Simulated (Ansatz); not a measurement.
Runs of Ansatz 0.2.0 on GaP. Symmetry: F-43m, No. 216, cubic system. Conventional cell: a = 5.451 Å, b = 5.451 Å, c = 5.451 Å, α = 90.00°, β = 90.00°, γ = 90.00°. Ga (site symmetry -43m) has 4 P at 2.36 Å as nearest neighbours. Around P (site symmetry -43m) lie 4 Ga at 2.36 Å. 

| potentials or basis | cutoff (eV) | basis error allowed | gap on the mesh (eV) | pressure (GPa) |
| --- | --- | --- | --- | --- |
| all-electron LAPW, scalar-relativistic | 278 | 0.001 eV/atom | 1.52 | -0.6 |
| all-electron LAPW, non-relativistic | 278 | 0.001 eV/atom | (a) | 0.2 |
| all-electron PAW datasets made for the crystal | 240 | - | 1.52 | -0.6 |
| all-electron LAPW, inner shells corrected to Dirac's equation | 278 | 0.001 eV/atom | 1.52 | -0.6 |

Alike in all rows: task band structure; level PBEsol; no spin polarisation; cell as given; k mesh 8 × 8 × 8; smearing fermi-dirac 0.05 eV.

Q: Fill in the values left out.

A: (a) 1.51.

Caveats: relativity is left out, which matters for the heavier elements (some runs).

A k mesh can miss the band edges, and the runs leave out spin-orbit coupling on Ga.

The runs don't all hold the same shells in valence.
